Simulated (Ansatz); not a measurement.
# HfN (F-43m) in Ansatz: single point with PBE

Aim: the single point of HfN with PBE.

Everything below comes from runs of Ansatz 0.2.0. Logs are shortened: lines on timing, memory, paths and dates and some standing lists are left out, and cuts for length are marked.

## Step 1: The undisturbed crystal

The structure is cubic, space group F-43m (No. 216). Conventional cell: a = 4.910 Å, b = 4.910 Å, c = 4.910 Å, α = 90.00°, β = 90.00°, γ = 90.00°. Hf (site symmetry -43m) has 4 N at 2.13 Å as nearest neighbours. Around N (site symmetry -43m) lie 4 Hf at 2.13 Å.

The cell comes from a database or a generator and needn't be the stable form of this composition.

## Step 2: Single point, PBE (the cell as VASP's run set it)

input.yaml reads:

```yaml
crystal:
  lattice:
    - [0.0, 2.454822, 2.454822]
    - [2.454822, 0.0, 2.454822]
    - [2.454822, 2.454822, 0.0]
  atoms:
    - { symbol: Hf, position: [0.0, 0.0, 0.0] }
    - { symbol: "N", position: [0.75, 0.75, 0.75] }
kpoints:
  mp_grid: { grid: [9, 9, 9] }
scf:
  occupations: { method: gaussian, width: 0.05 }
hamiltonian:
  xc: pbe
  pseudopotentials: { kind: all_electron, lapw: { basis_error: 0.001 } }
output:
  forces: true
  stress: true
  eigenvalues: true
```

Potentials or basis: all-electron LAPW, scalar-relativistic.

On the command line:

```sh
> ansatz run input.yaml --threads 1 --pin off --max-ram 3072MiB --backend cpu --events-out ev --progress --plain --runs-dir out
```

The program printed:

```text
Warning: RAYON_NUM_THREADS=1 ignored (pool sized by the plan → 1); use --threads N
LAPW: plane waves up to 10.147 Å⁻¹, error target 1.0e-3 eV per atom; small_component_spin mean_spin; N in spheres of 0.890 Å, 7 of its electrons in bands, Dirac shells []; Hf in spheres of 1.236 Å, 44 of its electrons in bands, Dirac shells [] (how accurate: hamiltonian.pseudopotentials.lapw.basis_error, Limitations)
Engine: ansatz 0.2.0, aarch64-unknown-linux-gnu
Pseudopotentials: kind: all_electron
Pseudopotential: Hf, LAPW, valence charge 44, lapw/all_electron/scalar/gaussian/Hf, Koelling and Harmon's equation, gaussian nucleus
Pseudopotential: N, LAPW, valence charge 7, lapw/all_electron/scalar/gaussian/N, Koelling and Harmon's equation, gaussian nucleus
Functional definition: PBE
  parameter kappa = 0.804
  parameter beta = 0.06672455060314922
  exchange = pbe_x(kappa = kappa, mu = beta*pi^2/3)
  correlation = pbe_c(beta = beta)
Crystal: 2 atoms, lattice volume = 29.586 Å³
Basis set: ecut = 392.25198884319366 eV, 531 PW (Γ), exchange–correlation at level 2
Bands: 31, of which v1, the nominal top of the filled ones, is band 26 counted from 1 (25 counted from 0)
Symmetry: 24 space group operations
Space group: F-43m (ITA 216), of the structure as read, at distance tolerance 3.1e-5 Å
k-points: 35 of 729 (time reversal used)
Non-local potential: Hf, projectors of the file, none
Non-local potential: N, projectors of the file, none
Initial density: superposition of atomic densities (chi_scale 0.1, normalization cell, long waves kept (reshape's long-wave potential 0.00 eV rms))
Initial wavefunctions: plane waves of lowest kinetic energy (no species holds an atomic orbital)
Functional: x = pbe(κ = 0.804, μ = 0.2195149727645171), c = pbe(β = 0.06672455060314922)
iter 1 solved again at ethr=1.45e-2 eV; its pass at ethr=1.00e-1 eV (dr2=7.38e0 eV) is discarded
SCF iter   1: F=—  HF=-411745.831281 eV  |F-HF|=—  |Δ(HF+E_count)|=         —  Δρ=1.35e-1  dr2=7.39e0  ethr=1.45e-2  ⟨swp⟩=2.0  Hψ=6618  notcnv=0
preconditioner: auto → LDOS  [metal: Δε(μ)=0.023 eV  Ē_g=18.668 eV  σ=0.050 eV  W_gap=0.26  n_scr=14 (ndim 8)  ℏωp=36.8 eV  f_vac=0.016  D(μ)=2.14/eV (n_scr^D=14)  β→1.0]
iter 2 solved again at ethr=3.46e-4 eV; its pass at ethr=1.45e-2 eV (dr2=1.77e-1 eV) is discarded
SCF iter   2: F=—  HF=-411742.911091 eV  |F-HF|=—  |Δ(HF+E_count)|=    2.92e0  Δρ=3.02e-2  dr2=1.76e-1  ethr=3.46e-4  ⟨swp⟩=2.0  Hψ=5519  notcnv=0
SCF iter   3: F=—  HF=-411743.429323 eV  |F-HF|=—  |Δ(HF+E_count)|=         —  Δρ=8.69e-3  dr2=2.24e-2  ethr=3.46e-4  ⟨swp⟩=3.0  Hψ=3600  notcnv=0
the basis was enlarged: its passes take 469.8 KiB over the memory plan, 1 of 1 planned eigensolver slots
SCF iter   4: F=—  HF=-411743.253116 eV  |F-HF|=—  |Δ(HF+E_count)|=   1.76e-1  Δρ=4.71e-3  dr2=6.39e-3  ethr=4.40e-5  ⟨swp⟩=3.0  Hψ=3717  notcnv=0
SCF iter   5: F=—  HF=-411743.208675 eV  |F-HF|=—  |Δ(HF+E_count)|=   4.44e-2  Δρ=1.81e-3  dr2=8.96e-4  ethr=1.25e-5  ⟨swp⟩=3.0  Hψ=3389  notcnv=0
SCF iter   6: F=—  HF=-411743.206263 eV  |F-HF|=—  |Δ(HF+E_count)|=   2.41e-3  Δρ=4.35e-4  dr2=6.65e-5  ethr=1.76e-6  ⟨swp⟩=3.0  Hψ=3410  notcnv=0
SCF iter   7: F=—  HF=-411743.206214 eV  |F-HF|=—  |Δ(HF+E_count)|=   4.93e-5  Δρ=1.16e-4  dr2=3.38e-6  ethr=1.30e-7  ⟨swp⟩=2.0  Hψ=3265  notcnv=0
SCF iter   8: F=-411743.206216 eV  HF=-411743.206216 eV  |F-HF|=2.81e-8  |Δ(HF+E_count)|=   2.09e-6  Δρ=1.46e-5  dr2=7.34e-8  ethr=6.63e-9  ⟨swp⟩=3.0  Hψ=3336  notcnv=0
SCF 1 converged in 8 iterations: F = -411743.206216 eV  dr2 = 7.34e-8
SCF converged after 8 iterations
Free energy (F): -411743.206216 eV
Harris-Foulkes:  -411743.206216 eV  (|F-HF|=2.81e-8)
Internal energy: -411743.204871 eV  (E = F + TS)
E sigma→0 (E₀):  -411743.205543 eV
Entropy (-TS):   -0.001346 eV (-0.673 meV/atom)
Fermi energy:    18.104890 eV
--- Per-component energies (eV) ---
  E_band       = -5656.592730
  E_kinetic    = 457968.351074
  E_xc         = -8603.370003
  E_electrostatic = -861108.185941  (all electrons and nuclei)
  E_smearing   = -0.001346  (= −TS)
  E_closure    = 0.000000  (closes the sum)
  E_atoms      = -411724.663545  (free atoms, spherical and without spin; not in F)
  Σ components = -411743.206216   (vs F -411743.206216, Δ=0.00e0)
  Basis errors (estimates in eV, not in F): energy 4.4e-4 per atom: plane waves 4.0e-4 (2.4e-4 summed), levels above the bands 0.0e0, relativity 8.9e-8, radial functions 4.1e-5, core shells 1.8e-11; eigenvalues (radial functions only) 2.7e-6; not estimated: angular momenta, meshes, grids; target (lapw.basis_error) 1.0e-3; muffin-tin radii N 0.890 Å, Hf 1.236 Å
--- Forces (eV/Å), atoms counted from 1 ---
  atom   1  Hf    -0.00000000     0.00000000    -0.00000000
  atom   2  N      0.00000000    -0.00000000     0.00000000
  max |Σ_I F_I| component: 1.85e-17 eV/Å
--- Stress (GPa, compression-positive) ---
        0.713636       0.000000       0.000000
        0.000000       0.713636      -0.000000
        0.000000      -0.000000       0.713636
  P = ⅓ Tr σ = 0.7136 GPa (7.136 kbar)
--- Band table (eV; the first three rows and the last of 35) ---
  k-point 0: bands = ["-489.1990", "-359.1141", "-355.9223", "-355.9223", "-355.9223", "-183.8017", "-183.8017", "-183.7813", "-183.7813", "-183.7813", "-44.4008", "-12.9733", "-12.9733", "-12.9733", "1.8242", "5.6501", "5.6501", "5.6501", "5.7186", "5.7186", "5.7186", "5.7958", "12.6685", "12.6685", "12.6685", "17.4522", "20.3611", "20.3611", "24.7068", "24.7068", "24.7068"]
  k-point 1: bands = ["-489.1990", "-359.1141", "-355.9223", "-355.9223", "-355.9223", "-183.8017", "-183.8017", "-183.7813", "-183.7813", "-183.7813", "-44.3984", "-13.0311", "-12.9807", "-12.9807", "1.9646", "5.6507", "5.6529", "5.6529", "5.7137", "5.7137", "5.7187", "5.8011", "12.4139", "12.7577", "12.7577", "18.0868", "20.1725", "20.1725", "24.3892", "24.9654", "24.9654"]
  k-point 2: bands = ["-489.1990", "-359.1141", "-355.9223", "-355.9223", "-355.9223", "-183.8017", "-183.8017", "-183.7813", "-183.7813", "-183.7813", "-44.3923", "-13.1739", "-12.9993", "-12.9993", "2.3068", "5.6543", "5.6593", "5.6593", "5.7030", "5.7030", "5.7191", "5.8079", "12.0819", "12.9637", "12.9637", "19.3426", "19.9640", "19.9640", "23.8012", "25.1322", "25.1322"]
  k-point 34: bands = ["-489.1990", "-359.1141", "-355.9223", "-355.9223", "-355.9223", "-183.8017", "-183.8017", "-183.7813", "-183.7813", "-183.7813", "-44.3739", "-13.3548", "-13.2194", "-13.1248", "3.2884", "5.6542", "5.6709", "5.6832", "5.6869", "5.6894", "5.7002", "5.7691", "12.3830", "13.1102", "14.4590", "16.9954", "19.5606", "21.6316", "23.3462", "24.5803", "27.3808"]
```

It took 26 s on 1 thread of Arm Neoverse V1, shared host; peak memory 0.32 GiB.

What came out:

```
Free energy            : -411743.2062 eV
Pressure               : 0.7 GPa
Band gap on the k mesh : none (metal or under the smearing width)
```

Levels at points of the mesh, in eV from the Fermi level:
| k point | band 22 | band 23 | band 24 | band 25 | band 26 | band 27 | band 28 | band 29 |
| --- | --- | --- | --- | --- | --- | --- | --- | --- |
| (0.00, 0.00, 0.00) | -12.31 | -5.44 | -5.44 | -5.44 | -0.65 | 2.26 | 2.26 | 6.60 |

Spin-orbit coupling is left out, which matters for the levels of Hf.
